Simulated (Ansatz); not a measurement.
**Ti8C5: do energies and stresses tell the same story?**

All numbers below come from DFT PBEsol, scalar-relativistic, plane waves, PAW in Ansatz 0.2.0.

Settings: cutoff 420 eV, Γ-centred mesh 6×6×6 on the computed 13-atom cell, Gaussian smearing of 0.10 eV; no spin polarisation.

Relaxed cell: R-3m, a = 6.075 Å, b = 6.075 Å, c = 14.728 Å, α = 90.00°, β = 90.00°, γ = 120.00°, 13 atoms in the primitive cell. Whether it is the stable form of this composition wasn't checked.

Energies at zero smearing and pressures from the stress tensor, at volumes with shape and atoms relaxed:
| V (Å³/atom) | E − E(first) (meV/atom) | P (GPa) |
| --- | --- | --- |
| 10.621 | 0.00 | 30.03 |
| 10.983 | -57.09 | 20.71 |
| 11.345 | -94.59 | 12.71 |
| 11.707 | -115.31 | 5.86 |
| 12.069 | -121.68 | 0.00 |
| 12.431 | -115.79 | -5.00 |
| 12.793 | -99.47 | -9.25 |
| 13.276 | -64.19 | -13.92 |

Check P = −dE/dV between neighbouring volumes, and get the bulk modulus from the pressures alone.

With 1 eV/Å³ = 160.2 GPa:
| middle V (Å³/atom) | −ΔE/ΔV (GPa) | mean P (GPa) |
| --- | --- | --- |
| 10.802 | 25.263 | 25.369 |
| 11.164 | 16.597 | 16.706 |
| 11.526 | 9.168 | 9.282 |
| 11.888 | 2.819 | 2.928 |
| 12.250 | -2.606 | -2.501 |
| 12.612 | -7.222 | -7.125 |
| 13.034 | -11.711 | -11.584 |

The two differ by 0.13 GPa at most. The mean of two end pressures misses the average over a step by about ΔV² P″/12, up to 0.12 GPa here; with that taken off 0.04 GPa remains. The stress is the derivative of the free energy, not of the energy at zero smearing, and with free energies 0.00 GPa remains. Around V = 12.069 Å³/atom, the two neighbours give B = −V ΔP/ΔV = 12.069 × 10.86 / 0.724 = 181.0 GPa, against B0 = 179.9 GPa from the Birch–Murnaghan fit of the energies.

Energies and stresses describe the same equation of state, and the bulk moduli of 181.0 and 179.9 GPa agree closely. Because the stress follows the free-energy slope so well, Pulay stress from the finite plane-wave basis is probably small. The small remainder against the zero-smearing energies has the sign expected if the electronic entropy grows with volume, which suggests that the bands narrow and the density of states at the Fermi level rises on expansion.

The pressure changes ever more slowly as the cell expands. Closed-shell repulsion and the overlap of Ti d with C p states both weaken rapidly with distance, so the lattice softens. The considerable stiffness fits the strong covalent part of Ti–C bonding. That it lies below the well-known stiffness of near-stoichiometric TiC is plausible for a carbon-poor carbide, where fewer Ti–C bonds resist compression. The agreement is a test of internal consistency: an error of the functional or of the k-point sampling would enter energies and stresses alike and remain hidden.
